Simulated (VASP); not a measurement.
# ZnO (zincite) (P6_3mc) in VASP: further runs, part 3 of 3

VASP 6.6.1. The steps go on from the part before.

## (5) Relaxation of shape and atoms at fixed volume, PBE (a relaxed cell with its volume scaled by 1.02)

File INCAR:

```
SYSTEM = ZnO
PREC = Accurate ; ENCUT = 600
EDIFF = 1E-7 ; ISMEAR = 0
SIGMA = 0.03 ; LREAL = .FALSE.
LASPH = .TRUE. ; NELM = 80
ALGO = Fast ; ISIF = 4
LWAVE = .FALSE. ; LCHARG = .FALSE.
GGA = PE ; IBRION = 2
NSW = 40 ; EDIFFG = -0.01
```

File KPOINTS:

```
regular mesh
0
G
  9 9 5
  0 0 0
```

File POSCAR:

```
ZnO                                     
1.0
    3.3082662462     -0.0000000000      0.0000000000
   -1.6541331231      2.8650426117      0.0000000000
    0.0000000000     -0.0000000000      5.3354927980
  Zn              O             
     2     2
Direct
     0.3333333332999970    0.6666666667000030    0.4998270072482157
     0.6666666667000030    0.3333333332999970    0.9998270072482157
     0.6666666667000030    0.3333333332999970    0.3791829927517852
     0.3333333332999970    0.6666666667000030    0.8791829927517852
```

Potentials or basis: VASP PAW PBE potentials, release 64 (Zn, O).

The run is started by

```sh
$ cat potpaw_PBE.64/Zn/POTCAR potpaw_PBE.64/O/POTCAR > POTCAR
$ mpirun -np 1 vasp_std > vasp.out
```

OUTCAR:

```text
SYSTEM = ZnO
   PREC = Accurate
   ENCUT = 600
   EDIFF = 1E-7
   ISMEAR = 0
   LREAL = .FALSE.
   LASPH = .TRUE.
   NELM = 80
   ISIF = 4
   GGA = PE
   IBRION = 2
   NSW = 40
   EDIFFG = -0.01

 ion  position               nearest neighbor table
   1  0.333  0.667  0.500-   3 2.02   3 2.02   3 2.02   4 2.02
   2  0.667  0.333  1.000-   4 2.02   4 2.02   4 2.02   3 2.02
   3  0.667  0.333  0.379-   1 2.02   1 2.02   1 2.02   2 2.02
   4  0.333  0.667  0.879-   2 2.02   2 2.02   2 2.02   1 2.02
[... 801 lines left out ...]

 [... further k-points ...]
[... 5 lines left out ...]
  --------------------------------------------------------------------------------------
  -------------------------------------------------------------------------------------
  Total       -0.7876078     -0.7876078     -0.7633205      0.0000000      0.0000000      0.0000000
  in kB      -24.9525243    -24.9525243    -24.1830695      0.0000000      0.0000000      0.0000000
  external PRESSURE =     -24.6960394 kB  Pullay stress =       0.0000000 kB

 VOLUME and BASIS-vectors are now :
 -----------------------------------------------------------------------------
  energy-cutoff  :      600.00
  volume of cell :       50.57
      direct lattice vectors                 reciprocal lattice vectors
     3.308266246  0.000000000  0.000000000     0.302273132  0.174517474  0.000000000
    -1.654133123  2.865042612  0.000000000     0.000000000  0.349034948  0.000000000
     0.000000000  0.000000000  5.335492798     0.000000000  0.000000000  0.187424112

 POSITION                                       TOTAL-FORCE (eV/Angst)
 -----------------------------------------------------------------------------------
     -0.00000      1.91003      2.66682         0.000000     -0.000000      0.002170
      1.65413      0.95501      5.33457        -0.000000      0.000000      0.002170
      1.65413      0.95501      2.02313        -0.000000     -0.000000     -0.002170
     -0.00000      1.91003      4.69087        -0.000000     -0.000000     -0.002170
 -----------------------------------------------------------------------------------
    total drift:                                0.000000      0.000000      0.000248

  FREE ENERGIE OF THE ION-ELECTRON SYSTEM (eV)
  ---------------------------------------------------
  free  energy   TOTEN  =       -17.8596350722 eV

  energy  without entropy=      -17.8596350722  energy(sigma->0) =      -17.85963507

 reached required accuracy - stopping structural energy minimisation
```

OSZICAR:

```text
N       E                     dE             d eps       ncg     rms          rms(c)
DAV:   1     0.303051765363E+03    0.30305E+03   -0.20351E+04  1584   0.258E+03
[... 11 lines left out ...]
RMM:  13    -0.178596428500E+02   -0.40069E-04   -0.55155E-04  1588   0.116E-01    0.493E-02
RMM:  14    -0.178596426938E+02    0.15620E-06   -0.74850E-05  1604   0.502E-02    0.306E-02
RMM:  15    -0.178596360434E+02    0.66504E-05   -0.64946E-05  1585   0.703E-02    0.871E-03
RMM:  16    -0.178596350032E+02    0.10402E-05   -0.74498E-06  1615   0.251E-02    0.378E-03
RMM:  17    -0.178596349294E+02    0.73815E-07   -0.14321E-06  1156   0.742E-03    0.220E-03
RMM:  18    -0.178596350688E+02   -0.13945E-06   -0.26997E-07  1006   0.450E-03    0.188E-03
RMM:  19    -0.178596350722E+02   -0.34333E-08   -0.12926E-07   983   0.249E-03
   1 F= -.17859635E+02 E0= -.17859635E+02  d E =-.178596E+02
```

It took 55 s on 1 thread of Intel Xeon Platinum 8375C at 2.90GHz (Ice Lake), shared host; peak memory 0.2 GiB.

Results:

| Quantity | Value |
| --- | --- |
| Free energy | -17.8596 eV |
| Pressure after relaxing | -2.5 GPa |
| Band gap on the k mesh | 0.69 eV, direct |

Forces in eV/Å, atoms in the order of the input:
```
Zn   0.000  0.000  0.002
Zn   0.000  0.000  0.002
O    0.000  0.000 -0.002
O    0.000  0.000 -0.002
```

Final structure:
```xyz
4
Lattice="3.3083 0.0000 0.0000 -1.6541 2.8650 0.0000 0.0000 0.0000 5.3355" Properties=species:S:1:pos:R:3 pbc="T T T"
Zn    0.0000    1.9100    2.6668
Zn    1.6541    0.9550    5.3346
O     1.6541    0.9550    2.0231
O     0.0000    1.9100    4.6909
```

Caveat: the relaxation stopped at its first step, so nothing moved.

## (6) Relaxation of shape and atoms at fixed volume, PBE (a relaxed cell with its volume scaled by 1.04)

INCAR is that of step 5.

KPOINTS is that of step 5.

POSCAR, as its differences from that of step 5:

```diff
@@ -2,5 +2,5 @@
 1.0
-    3.3082662462     -0.0000000000      0.0000000000
-   -1.6541331231      2.8650426117      0.0000000000
-    0.0000000000     -0.0000000000      5.3354927980
+    3.3297490965     -0.0000000000      0.0000000000
+   -1.6648745483      2.8836473058      0.0000000000
+    0.0000000000     -0.0000000000      5.3701398260
   Zn              O
```

Potentials or basis: VASP PAW PBE potentials, release 64 (Zn, O).

The run is started by

```sh
$ cat potpaw_PBE.64/Zn/POTCAR potpaw_PBE.64/O/POTCAR > POTCAR
$ mpirun -np 1 vasp_std > vasp.out
```

Run time: 51 s. Hardware: 1 thread of Intel Xeon Platinum 8375C at 2.90GHz (Ice Lake), shared host; peak memory 0.21 GiB.

It converged, with:

* Free energy: -17.8393 eV
* Pressure after relaxing: -4.7 GPa
* Band gap on the k mesh: 0.66 eV, direct

Stress tensor (GPa, compression positive):
```
-4.70  0.00  0.00
 0.00 -4.70  0.00
 0.00  0.00 -4.60
```

Final structure:
```xyz
4
Lattice="3.3297 0.0000 0.0000 -1.6649 2.8836 0.0000 0.0000 0.0000 5.3701" Properties=species:S:1:pos:R:3 pbc="T T T"
Zn    0.0000    1.9224    2.6841
Zn    1.6649    0.9612    5.3692
O     1.6649    0.9612    2.0363
O     0.0000    1.9224    4.7213
```

Levels at points of the mesh, in eV from the valence-band top:
```
           k point  band 14  band 15  band 16  band 17  band 18  band 19  band 20  band 21  band 22
(0.00, 0.00, 0.00)    -0.70    -0.70    -0.06     0.00     0.00     0.66     4.92     7.93    12.49
```

Caveat: the relaxation stopped at its first step, so nothing moved.

## (7) Relaxation of shape and atoms at fixed volume, PBE (a relaxed cell with its volume scaled by 1.06)

INCAR is that of step 6.

KPOINTS is that of step 6.

POSCAR, as its differences from that of step 6:

```diff
@@ -2,5 +2,5 @@
 1.0
-    3.3297490965     -0.0000000000      0.0000000000
-   -1.6648745483      2.8836473058      0.0000000000
-    0.0000000000     -0.0000000000      5.3701398260
+    3.3509582613     -0.0000000000      0.0000000000
+   -1.6754791307      2.9020149813      0.0000000000
+    0.0000000000     -0.0000000000      5.4043454605
   Zn              O
```

The run is started by

```sh
$ cat potpaw_PBE.64/Zn/POTCAR potpaw_PBE.64/O/POTCAR > POTCAR
$ mpirun -np 1 vasp_std > vasp.out
```

Wall time 49 s (1 thread of Intel Xeon Platinum 8375C at 2.90GHz (Ice Lake), shared host); peak memory 0.21 GiB.

It converged, with:

```yaml
Free_energy: -17.8059 eV
Pressure_after_relaxing: -6.6 GPa
Band_gap_on_the_k_mesh: 0.63 eV, direct
```

Stress tensor (GPa, compression positive):
```
-6.69  0.00  0.00
 0.00 -6.69  0.00
 0.00  0.00 -6.56
```

Final structure:
```yaml
crystal:
  lattice:
    - [3.35096, 0.00000, 0.00000]
    - [-1.67548, 2.90201, 0.00000]
    - [0.00000, 0.00000, 5.40435]
  atoms:
    - { symbol: Zn, position: [0.33333, 0.66667, 0.49983] }
    - { symbol: Zn, position: [0.66667, 0.33333, 0.99983] }
    - { symbol: O, position: [0.66667, 0.33333, 0.37918] }
    - { symbol: O, position: [0.33333, 0.66667, 0.87918] }
```

Levels at points of the mesh, in eV from the valence-band top:
| k point | band 15 | band 16 | band 17 | band 18 | band 19 | band 20 | band 21 | band 22 |
| --- | --- | --- | --- | --- | --- | --- | --- | --- |
| (0.00, 0.00, 0.00) | -0.68 | -0.06 | 0.00 | 0.00 | 0.63 | 4.85 | 7.86 | 12.39 |

Caveat: the relaxation stopped at its first step, so nothing moved.

## (8) The runs side by side

```tsv
cell	gap on the mesh (eV)	pressure (GPa)
atoms relaxed at fixed volume from: a relaxed cell with its volume scaled by 0.96	0.78	5.7
atoms relaxed at fixed volume from: a relaxed cell with its volume scaled by 0.98	0.75	2.7
atoms relaxed at fixed volume	0.72	0.0
atoms relaxed at fixed volume from: a relaxed cell with its volume scaled by 1.02	0.69	-2.5
atoms relaxed at fixed volume from: a relaxed cell with its volume scaled by 1.04	0.66	-4.7
atoms relaxed at fixed volume from: a relaxed cell with its volume scaled by 1.06	0.63	-6.6
```

Alike in all rows: task relaxation of shape and atoms at fixed volume; level PBE; potentials or basis VASP PAW PBE potentials, release 64 (Zn, O); no spin polarisation; k mesh 9 × 9 × 5; cutoff (eV) 600; smearing gaussian 0.03 eV.

Caveats: the relaxation stopped at its first step, so nothing moved.

Total energies depend on the potentials used, so only differences within one code and one set of settings carry meaning.

## (9) Comparison with measurements

Step 4. Against the measured gap of ZnO, 3.37 eV (quoted in “Electronic structure of alkaline earth and post-transition metal oxides”, 2009, arxiv:0908.1581), the calculated 0.72 eV is off by -2.65 eV. So large a miss can be the level of theory's own, or it may mean another phase, state or a wrong row. The value is that of PBE, without temperature or zero-point motion. Semilocal functionals fall short of measured gaps as a rule.
